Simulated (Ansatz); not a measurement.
Crystal: Si2W.

```
CELL_PARAMETERS angstrom
4.61685 0.00000 0.00000
-2.30843 3.99831 0.00000
0.00000 0.00000 6.65322
ATOMIC_POSITIONS crystal
W 0.50000 0.00000 0.50000
W 0.50000 0.50000 0.83333
W 0.00000 0.50000 0.16667
Si 0.32725 0.16363 0.16667
Si 0.83637 0.16363 0.83333
Si 0.16363 0.32725 0.50000
Si 0.67275 0.83637 0.16667
Si 0.16363 0.83637 0.83333
Si 0.83637 0.67275 0.50000
```

Measurements of this composition are mostly on another form, of space group No. 139.

```yaml
Program: Ansatz 0.2.0
Task: single point
Functional: PBEsol
Potentials_or_basis: Ansatz PAW
Cutoff: "420 eV (not typed: the program's choice for these potentials)"
k_mesh: 7 × 7 × 4
Occupations: fermi-dirac, width 0.05 eV
Spin: no spin polarisation
```

On this cell: pressure -5.6 GPa; largest force 0.035 eV/Å; band gap on the k mesh 0.22 eV, indirect (least direct gap 0.67 eV).

The same run follows on a disturbed copy (atoms moved at random, drawn with an rms of 0.05 Å):

```
W Si
1.0
     4.61685    0.00000    0.00000
    -2.30843    3.99831    0.00000
     0.00000    0.00000    6.65322
W Si
3 6
Direct
  0.50894 0.00409 0.50642
  0.49532 0.49001 0.82795
  0.99576 0.49914 0.16992
  0.31430 0.15954 0.16624
  0.84142 0.17229 0.83279
  0.15964 0.31534 0.49834
  0.67510 0.84023 0.16179
  0.16749 0.84191 0.82758
  0.83574 0.67671 0.50318
```

Q: What does the disturbed cell give?

A: The energy moves by +15.8 meV/atom; pressure -5.1 GPa; largest force 1.320 eV/Å; band gap on the k mesh 0.04 eV, indirect (least direct gap 0.56 eV).

Forces in eV/Å, atoms in the order of the input:
```
W   -0.510 -0.460 -1.128
W   -0.059  0.846  0.899
W    0.189  0.156 -0.337
Si   0.673  0.176  0.070
Si  -0.037 -0.200  0.025
Si  -0.051  0.549  0.098
Si  -0.407 -0.337  0.220
Si  -0.007 -0.427  0.484
Si   0.210 -0.302 -0.331
```

Stress tensor (GPa, compression positive):
```
-5.03  0.19 -0.49
 0.19 -4.80  0.24
-0.49  0.24 -5.54
```

Caveats: odd divisions of the mesh miss points on the zone boundary, where band edges often lie, so the gap on the mesh can be too wide; spin-orbit coupling is left out, which moves the levels of the heavy elements; the PAW data sets come from PBE, with cores solved anew for the run's functional, which leaves a small shift of forces and pressure.

A k mesh can miss the band edges.
